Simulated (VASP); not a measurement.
# GaSb (F-43m) in VASP: single point with r2SCAN

Aim: the single point of GaSb with r2SCAN.

Program: VASP 6.6.1. These are calculated values, not measurements. Logs are shortened: lines on timing, memory, paths and dates and some standing lists are left out, and cuts for length are marked.

**Experimental background.**

A printed reference work, data compilation reports, for a bulk crystal of GaSb at 4.2 K: band gap 0.811 eV (direct).

The runs below are set against these values where they give the same quantity.

## 1. The crystal as given

It takes space group F-43m (No. 216, cubic). The conventional cell has a = 6.070 Å, b = 6.070 Å, c = 6.070 Å, α = 90.00°, β = 90.00°, γ = 90.00°. Around Ga (site symmetry -43m) lie 4 Sb at 2.63 Å. Around Sb (site symmetry -43m) lie 4 Ga at 2.63 Å.

## 2. Single point, r2SCAN

POSCAR reads:

```
GaSb
1.0
    0.0000000000      3.0351751597      3.0351751597
    3.0351751597      0.0000000000      3.0351751597
    3.0351751597      3.0351751597      0.0000000000
Ga Sb
1 1
Direct
    0.0000000000      0.0000000000      0.0000000000
    0.2500000000      0.2500000000      0.2500000000
```

INCAR.step1 reads:

```
PREC = Accurate
ENCUT = 520
ISMEAR = 0
SIGMA = 0.02
LREAL = F
LASPH = T
NELM = 60
NBANDS = 16
GGA = PE
ALGO = Normal
EDIFF = 1E-4
LWAVE = T
LCHARG = F
```

INCAR.step2 reads:

```
PREC = Accurate
ENCUT = 520
EDIFF = 1E-6
ISMEAR = 0
SIGMA = 0.02
LREAL = F
LASPH = T
NELM = 60
ALGO = Normal
ISIF = 2
LWAVE = F
LCHARG = T
METAGGA = R2SCAN
LMIXTAU = T
LELF = T
LVHAR = T
NBANDS = 16
ISTART = 1
```

KPOINTS reads:

```
Automatic mesh
0
Gamma
  10 10 10
```

Potentials or basis: VASP PAW PBE potentials, release 64 (Ga_d, Sb).

Launch:

```
> cat potpaw_PBE.64/Ga_d/POTCAR potpaw_PBE.64/Sb/POTCAR > POTCAR
> cp INCAR.step1 INCAR
> mpirun -np 1 vasp_std > vasp.out
> cp INCAR.step2 INCAR
> mpirun -np 1 vasp_std > vasp.out
```

OUTCAR:

```text
PREC = Accurate
   ENCUT = 520
   EDIFF = 1E-6
   ISMEAR = 0
   LREAL = F
   LASPH = T
   NELM = 60
   ISIF = 2
   METAGGA = R2SCAN
   ISTART = 1

 ion  position               nearest neighbor table
   1  0.000  0.000  0.000-   2 2.63   2 2.63   2 2.63   2 2.63
   2  0.250  0.250  0.250-   1 2.63   1 2.63   1 2.63   1 2.63

  LATTYP: Found a face centered cubic cell.
 ALAT       =     6.0703503194

  Lattice vectors:

 A1 = (   0.0000000000,   3.0351751597,   3.0351751597)
 A2 = (   3.0351751597,   0.0000000000,   3.0351751597)
 A3 = (   3.0351751597,   3.0351751597,   0.0000000000)

Analysis of symmetry for initial positions (statically):
=====================================================================
 Subroutine PRICEL returns:
 Original cell was already a primitive cell.

 Routine SETGRP: Setting up the symmetry group for a
 face centered cubic supercell.

 Subroutine GETGRP returns: Found 24 space group operations
 (whereof 24 operations were pure point group operations)
 out of a pool of 48 trial point group operations.

The static configuration has the point symmetry T_d .

Analysis of symmetry for dynamics (positions and initial velocities):
=====================================================================
 Subroutine PRICEL returns:
 Original cell was already a primitive cell.

 Routine SETGRP: Setting up the symmetry group for a
 face centered cubic supercell.

 Subroutine GETGRP returns: Found 24 space group operations
 (whereof 24 operations were pure point group operations)
 out of a pool of 48 trial point group operations.

The dynamic configuration has the point symmetry T_d .

 Subroutine INISYM returns: Found 24 space group operations
 (whereof 24 operations are pure point group operations),
 and found     1 'primitive' translations

----------------------------------------------------------------------------------------

                                     Primitive cell

  volume of cell :      55.9218

  direct lattice vectors                    reciprocal lattice vectors
     0.000000000  3.035175160  3.035175160    -0.164735138  0.164735138  0.164735138
     3.035175160  0.000000000  3.035175160     0.164735138 -0.164735138  0.164735138
     3.035175160  3.035175160  0.000000000     0.164735138  0.164735138 -0.164735138

  length of vectors
     4.292385875  4.292385875  4.292385875     0.285329629  0.285329629  0.285329629

[... 79 lines left out ...]
   NELM   =     60;   NELMIN=  2; NELMDL=  0     # of ELM steps
   EDIFF  = 0.1E-05   stopping-criterion for ELM
   LREAL  =      F    real-space projection
   EDIFFG = 0.1E-04   stopping-criterion for IOM
   NSW    =      0    number of steps for IOM
   IBRION =     -1    ionic relax: 0-MD 1-quasi-New 2-CG
   NFREE  =      0    steps in history (QN), initial steepest desc. (CG)
   ISIF   =      2    stress and relaxation
   ISYM   =      2    0-nonsym 1-usesym 2-fastsym
   POTIM  = 0.5000    time-step for ionic-motion
   TEBEG  =    0.0;   TEEND  =   0.0 temperature during run
   PSTRESS=    0.0 pullay stress
   NELECT =      18.0000    total number of electrons
   NUPDOWN=      -1.0000    fix difference up-down
   EMIN   =  10.00;   EMAX   =-10.00  energy-range for DOS
   EFERMI =   0.00;   METHOD = LEGACY
   ISMEAR =     0;   SIGMA  =   0.02  broadening in eV -4-tet -1-fermi 0-gaus
   EFERMI_NEDOS =   21; number of points for ismear=-14 and -15
   IALGO  =     38    algorithm
   IMIX   =      4    mixing-type and parameters
     AMIX     =   0.40;   BMIX     =  1.00
     AMIX_MAG =   1.60;   BMIX_MAG =  1.00
  volume/ion in A,a.u.               =      27.96       188.69
  Fermi-wavevector in a.u.,A,eV,Ry     =   1.121946  2.120170 17.126504  1.258763
  Thomas-Fermi vector in A             =   2.258603
   LORBIT       =      0    0 simple, 1 ext, 2 COOP (PROOUT), +10 PAW based schemes
   METAGGA = R2SCAN    functional components
   LHFCALC =     F    Hartree Fock is set to
   AEXX    =    0.0000 exact exchange contribution
   IVDW    =     0    specifies the selected vdW correction
   LEPSILON=     F    determine dielectric tensor
   LRPA    =     F    only Hartree local field effects (RPA)
 non-spin polarized calculation
 Gauss-broadening in eV      SIGMA  =   0.02
  energy-cutoff  :      520.00
  volume of cell :       55.92
 maximum number of plane-waves:      1524
   NGX = 15   NGY = 15   NGZ = 15

 number of electron      17.9999985 magnetization

 Free energy of the ion-electron system (eV)
  ---------------------------------------------------
  ext. energy  EPLUGINS =         0.00000000
  ---------------------------------------------------
  free energy    TOTEN  =       -37.59480948 eV

  energy without entropy =      -37.59480948  energy(sigma->0) =      -37.59480948

 E-fermi :   5.0412     XC(G=0):  -9.8312

 val. band max:        4.9308164534   @ k =   0.0000   0.0000   0.0000
 cond. band min:       5.5600430363   @ k =   0.0000   0.0000   0.0000
 fundamental gap:      0.6292265829
 Fermi energy:         5.0412260053

 k-point     1 :       0.0000    0.0000    0.0000
  band No.  band energies     occupation
      1     -10.6123      2.00000
      2     -10.6123      2.00000
      3     -10.6122      2.00000
      4     -10.5515      2.00000
      5     -10.5515      2.00000
      6      -7.1740      2.00000
[... 433 lines left out ...]
      3     -10.5897      2.00000
      4     -10.5615      2.00000
      5     -10.5479      2.00000
      6      -5.4170      2.00000
[... 8 lines left out ...]
     15      15.8762      0.00000
     16      16.1559      0.00000

 [... further k-points ...]

------------------------ aborting loop because EDIFF is reached ----------------------------------------

  FORCE on cell =-STRESS in cart. coord.  units (eV):
  Direction    XX          YY          ZZ          XY          YZ          ZX
  --------------------------------------------------------------------------------------
  -------------------------------------------------------------------------------------
  Total        0.6430566      0.6430566      0.6430566     -0.0000000      0.0000000     -0.0000000
  in kB       18.4237696     18.4237696     18.4237696     -0.0000000      0.0000000     -0.0000000
  external PRESSURE =      18.4237696 kB  Pullay stress =       0.0000000 kB

 VOLUME and BASIS-vectors are now :
 -----------------------------------------------------------------------------
  energy-cutoff  :      520.00
  volume of cell :       55.92
      direct lattice vectors                 reciprocal lattice vectors
     0.000000000  3.035175160  3.035175160    -0.164735138  0.164735138  0.164735138
     3.035175160  0.000000000  3.035175160     0.164735138 -0.164735138  0.164735138
     3.035175160  3.035175160  0.000000000     0.164735138  0.164735138 -0.164735138

 POSITION                                       TOTAL-FORCE (eV/Angst)
 -----------------------------------------------------------------------------------
      0.00000      0.00000      0.00000         0.000000     -0.000000      0.000000
      1.51759      1.51759      1.51759        -0.000000      0.000000     -0.000000
 -----------------------------------------------------------------------------------
    total drift:                               -0.000001     -0.000001     -0.000001

  FREE ENERGIE OF THE ION-ELECTRON SYSTEM (eV)
  ---------------------------------------------------
  free  energy   TOTEN  =       -37.5948094825 eV

  energy  without entropy=      -37.5948094825  energy(sigma->0) =      -37.59480948
```

Run time: 46 s. Hardware: 1 thread of Intel Xeon 6975P-C (Granite Rapids), shared host; peak memory 0.21 GiB.

What came out:

- Free energy: -37.5948 eV
- Pressure: 1.8 GPa
- Band gap on the k mesh: 0.63 eV, direct

Caveat: the PAW data sets were made with another functional, which shifts forces and pressure a little; spin-orbit coupling is left out, which moves the levels of the heavy elements.

## 3. How close it comes

Step 2. A measured gap of GaSb is 0.811 eV (direct; 4.2 K; a printed reference work, data compilation); the calculated 0.63 eV misses it by -0.18 eV. Spin-orbit coupling on Ga, Sb is left out. The value is that of r2SCAN on a finite k mesh, which can miss the band edges, without temperature or zero-point motion.
